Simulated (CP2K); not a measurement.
# CsPbCl3 under changes of volume

One of the cells (35.217 Å³/atom); the others are scaled copies at fixed shape and fractional positions:

```
CELL_PARAMETERS angstrom
5.60500 0.00000 0.00000
0.00000 5.60500 0.00000
0.00000 0.00000 5.60500
ATOMIC_POSITIONS crystal
Pb 0.50000 0.50000 0.50000
Cs 0.00000 0.00000 0.00000
Cl 0.50000 0.00000 0.50000
Cl 0.00000 0.50000 0.50000
Cl 0.50000 0.50000 0.00000
```

```yaml
Program: CP2K 2026.2
Functional: PBEsol
Potentials_or_basis: POTENTIAL_UZH Pb GTH-PBE-q4, Cs GTH-PBE-q9, Cl GTH-PBE-q7; TZVP-MOLOPT-PBE-GTH basis
Density_cutoff: 6123 eV
k_mesh: 5 × 5 × 5
Occupations: fermi-dirac, width 0.05 eV
Spin: no spin polarisation
```

```csv
volume (Å³/atom),energy over the lowest point (meV/atom),pressure (GPa),gap on the mesh (eV)
33.104,30.99,3.1,2.62
33.809,19.13,2.3,2.68
34.513,?,?,?
35.217,4.50,1.0,2.78
35.922,1.12,0.5,2.82
36.626,0.00,0.0,2.86
37.330,0.90,-0.4,2.90
```

What does the run at 34.513 Å³/atom give?

Energy over the lowest point 10.41 meV/atom; pressure 1.7 GPa; gap on the mesh 2.73 eV.

Worked out: A Birch-Murnaghan fit of order 3 (a polynomial in V^(-2/3)) to the other rows has its minimum at 36.65 Å³/atom with B0 = V·E''(V) = 24 GPa and B' = 4.6. It gives 10.41 meV/atom at 34.513 Å³/atom, against the run's 10.41, and -dE/dV = 1.7 GPa, against 1.7. A straight line through the other rows of the gap, of slope 2.31 eV per unit of ln V (its deformation potential), gives 2.72 eV, against the run's 2.73.

Energies are extrapolated to zero smearing.

Caveats: the potentials were made for another functional, which shifts forces and pressure; spin-orbit coupling is left out, which as a rule narrows the gap of such compounds by several tenths of an eV; an odd mesh through Γ misses points on the zone boundary, where band edges often lie; the basis of atomic orbitals isn't converged, which shifts pressures, moduli and gaps.
